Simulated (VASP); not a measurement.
# InP3 (R-3m) in VASP: single point with PBEsol

Aim: the single point of InP3 with PBEsol.

All numbers are computed with VASP 6.6.1; they aren't measurements. Logs are shortened: lines on timing, memory, paths and dates and some standing lists are left out, and cuts for length are marked.

### Step 1. The structure

It takes space group R-3m (No. 166, trigonal). Conventional cell: a = 7.449 Å, b = 7.449 Å, c = 9.885 Å, α = 90.00°, β = 90.00°, γ = 120.00°. In (site symmetry 3m) is surrounded by 6 P at 2.64 to 2.90 Å. P (site symmetry m) has 2 P at 2.20 Å as nearest neighbours.

### Step 2. Single point, PBEsol

INCAR

```
SYSTEM = InP3
PREC = Accurate ; ENCUT = 520
EDIFF = 1E-6 ; ISMEAR = 0
SIGMA = 0.01 ; LREAL = .FALSE.
LASPH = .TRUE. ; NELM = 100
ALGO = Normal ; ISIF = 2
LWAVE = .FALSE. ; LCHARG = .FALSE.
GGA = PS ; NBANDS = 38
```

KPOINTS

```
Automatic mesh
0
G
  3 3 3
  0 0 0
```

POSCAR

```
InP3
1.0
    3.7245000000      2.1503410800      3.2950000000
   -3.7245000000      2.1503410800      3.2950000000
    0.0000000000     -4.3006821600      3.2950000000
In P
2 6
Direct
    0.2755000000      0.2755000000      0.2755000000
    0.7245000000      0.7245000000      0.7245000000
    0.7963000000      0.2414000000      0.7963000000
    0.7963000000      0.7963000000      0.2414000000
    0.2414000000      0.7963000000      0.7963000000
    0.2037000000      0.7586000000      0.2037000000
    0.7586000000      0.2037000000      0.2037000000
    0.2037000000      0.2037000000      0.7586000000
```

Potentials or basis: VASP PAW PBE potentials, release 64 (In_d, P).

Started as:

```sh
> cat potpaw_PBE.64/In_d/POTCAR potpaw_PBE.64/P/POTCAR > POTCAR
> mpirun -np 1 vasp_std > vasp.out
```

OUTCAR:

```text
SYSTEM = InP3
   PREC = Accurate
   ENCUT = 520
   EDIFF = 1E-6
   ISMEAR = 0
   LREAL = .FALSE.
   LASPH = .TRUE.
   NELM = 100
   ISIF = 2
   GGA = PS

 ion  position               nearest neighbor table
   1  0.276  0.276  0.276-   6 2.64   7 2.64   8 2.64   6 2.90   7 2.90   8 2.90
   2  0.724  0.724  0.724-   3 2.64   5 2.64   4 2.64   3 2.90   5 2.90   4 2.90
   3  0.796  0.241  0.796-   8 2.20   7 2.20   2 2.64   2 2.90
   4  0.796  0.796  0.241-   6 2.20   7 2.20   2 2.64   2 2.90
   5  0.241  0.796  0.796-   8 2.20   6 2.20   2 2.64   2 2.90
   6  0.204  0.759  0.204-   4 2.20   5 2.20   1 2.64   1 2.90
   7  0.759  0.204  0.204-   4 2.20   3 2.20   1 2.64   1 2.90
   8  0.204  0.204  0.759-   3 2.20   5 2.20   1 2.64   1 2.90

  LATTYP: Found a trigonal (rhomboedric) cell.
 ALAT       =     5.4178309351
 COS(alpha) =     0.0548188396

  Lattice vectors:

 A1 = (   3.7245000000,   2.1503410800,   3.2950000000)
 A2 = (  -3.7245000000,   2.1503410800,   3.2950000000)
 A3 = (   0.0000000000,  -4.3006821600,   3.2950000000)

Analysis of symmetry for initial positions (statically):
=====================================================================
 Subroutine PRICEL returns:
 Original cell was already a primitive cell.

 Routine SETGRP: Setting up the symmetry group for a
 trigonal (rhombohedral) supercell.

 Subroutine GETGRP returns: Found 12 space group operations
 (whereof 12 operations were pure point group operations)
 out of a pool of 12 trial point group operations.

The static configuration has the point symmetry D_3d.

Analysis of symmetry for dynamics (positions and initial velocities):
=====================================================================
 Subroutine PRICEL returns:
 Original cell was already a primitive cell.

 Routine SETGRP: Setting up the symmetry group for a
 trigonal (rhombohedral) supercell.

 Subroutine GETGRP returns: Found 12 space group operations
 (whereof 12 operations were pure point group operations)
 out of a pool of 12 trial point group operations.

The dynamic configuration has the point symmetry D_3d.

 Subroutine INISYM returns: Found 12 space group operations
 (whereof 12 operations are pure point group operations),
 and found     1 'primitive' translations

----------------------------------------------------------------------------------------

[... 89 lines left out ...]
   IBRION =     -1    ionic relax: 0-MD 1-quasi-New 2-CG
   NFREE  =      0    steps in history (QN), initial steepest desc. (CG)
   ISIF   =      2    stress and relaxation
   ISYM   =      2    0-nonsym 1-usesym 2-fastsym
   POTIM  = 0.5000    time-step for ionic-motion
   TEBEG  =    0.0;   TEEND  =   0.0 temperature during run
   PSTRESS=    0.0 pullay stress
   NELECT =      56.0000    total number of electrons
   NUPDOWN=      -1.0000    fix difference up-down
   EMIN   =  10.00;   EMAX   =-10.00  energy-range for DOS
   EFERMI =   0.00;   METHOD = LEGACY
   ISMEAR =     0;   SIGMA  =   0.01  broadening in eV -4-tet -1-fermi 0-gaus
   EFERMI_NEDOS =   21; number of points for ismear=-14 and -15
   IALGO  =     38    algorithm
   IMIX   =      4    mixing-type and parameters
     AMIX     =   0.40;   BMIX     =  1.00
     AMIX_MAG =   1.60;   BMIX_MAG =  1.00
  volume/ion in A,a.u.               =      19.79       133.56
  Fermi-wavevector in a.u.,A,eV,Ry     =   1.157738  2.187807 18.236658  1.340357
  Thomas-Fermi vector in A             =   2.294346
   LORBIT       =      0    0 simple, 1 ext, 2 COOP (PROOUT), +10 PAW based schemes
   GGA     = PS    functional components
   LHFCALC =     F    Hartree Fock is set to
   AEXX    =    0.0000 exact exchange contribution
   IVDW    =     0    specifies the selected vdW correction
   LEPSILON=     F    determine dielectric tensor
   LRPA    =     F    only Hartree local field effects (RPA)
 non-spin polarized calculation
 Gauss-broadening in eV      SIGMA  =   0.01
  energy-cutoff  :      520.00
  volume of cell :      158.34
 maximum number of plane-waves:      4273
   NGX = 21   NGY = 21   NGZ = 21

 number of electron      56.0000000 magnetization

 Free energy of the ion-electron system (eV)
  ---------------------------------------------------
  ext. energy  EPLUGINS =         0.00000000
  ---------------------------------------------------
  free energy    TOTEN  =       -41.37204641 eV

  energy without entropy =      -41.37167219  energy(sigma->0) =      -41.37185930

 E-fermi :   6.4488     XC(G=0): -10.3404

 val. band max:        6.4362703578   @ k =   0.3333   0.3333   0.3333
 cond. band min:       6.4550029556   @ k =   0.0000   0.0000   0.0000
 fundamental gap:      0.0187325979
 Fermi energy:         6.4488335036

 k-point     1 :       0.0000    0.0000    0.0000
  band No.  band energies     occupation
      1      -7.7496      2.00000
      2      -7.7496      2.00000
      3      -7.6156      2.00000
      4      -7.6156      2.00000
      5      -7.5464      2.00000
      6      -7.5283      2.00000
[... 235 lines left out ...]
     37      11.0371      0.00000
     38      11.3843      0.00000

------------------------ aborting loop because EDIFF is reached ----------------------------------------

  FORCE on cell =-STRESS in cart. coord.  units (eV):
  Direction    XX          YY          ZZ          XY          YZ          ZX
  --------------------------------------------------------------------------------------
  -------------------------------------------------------------------------------------
  Total       -0.3796927     -0.3796927     -0.9944585      0.0000000     -0.0000000      0.0000000
  in kB       -3.8420308     -3.8420308    -10.0627164      0.0000000     -0.0000000      0.0000000
  external PRESSURE =      -5.9155927 kB  Pullay stress =       0.0000000 kB

 VOLUME and BASIS-vectors are now :
 -----------------------------------------------------------------------------
  energy-cutoff  :      520.00
  volume of cell :      158.34
      direct lattice vectors                 reciprocal lattice vectors
     3.724500000  2.150341080  3.295000000     0.134246208  0.077507084  0.101163379
    -3.724500000  2.150341080  3.295000000    -0.134246208  0.077507084  0.101163379
     0.000000000 -4.300682160  3.295000000     0.000000000 -0.155014168  0.101163379

 POSITION                                       TOTAL-FORCE (eV/Angst)
 -----------------------------------------------------------------------------------
      0.00000      0.00000      2.72332         0.000000     -0.000000      0.012799
      0.00000      0.00000      7.16168         0.000000     -0.000000     -0.012799
      2.06673     -1.19322      6.04303        -0.181845      0.104988     -0.142023
      0.00000      2.38645      6.04303         0.000000     -0.209976     -0.142023
     -2.06673     -1.19322      6.04303         0.181845      0.104988     -0.142023
     -2.06673      1.19322      3.84197         0.181845     -0.104988      0.142023
      2.06673      1.19322      3.84197        -0.181845     -0.104988      0.142023
      0.00000     -2.38645      3.84197         0.000000      0.209976      0.142023
 -----------------------------------------------------------------------------------
    total drift:                               -0.000000     -0.000000      0.000000

  FREE ENERGIE OF THE ION-ELECTRON SYSTEM (eV)
  ---------------------------------------------------
  free  energy   TOTEN  =       -41.3720464070 eV

  energy  without entropy=      -41.3716721855  energy(sigma->0) =      -41.37185930
```

Run time: 30 s. Hardware: 1 thread of Intel Xeon Platinum 8559C (Emerald Rapids), shared host; peak memory 0.23 GiB.

What came out:

- Free energy: -41.3720 eV
- Pressure: -0.6 GPa
- Largest force: 0.253 eV/Å
- Band gap on the k mesh: 0.02 eV, indirect (least direct gap 0.45 eV)

Forces on the atoms (eV/Å):
```
In   0.000  0.000  0.013
In   0.000  0.000 -0.013
P   -0.182  0.105 -0.142
P    0.000 -0.210 -0.142
P    0.182  0.105 -0.142
P    0.182 -0.105  0.142
P   -0.182 -0.105  0.142
P    0.000  0.210  0.142
```

Caveat: the PAW data sets were made with another functional, which shifts forces and pressure a little; spin-orbit coupling is left out, which moves the levels of the heavy elements; an odd mesh through Γ misses points on the zone boundary, where band edges often lie.
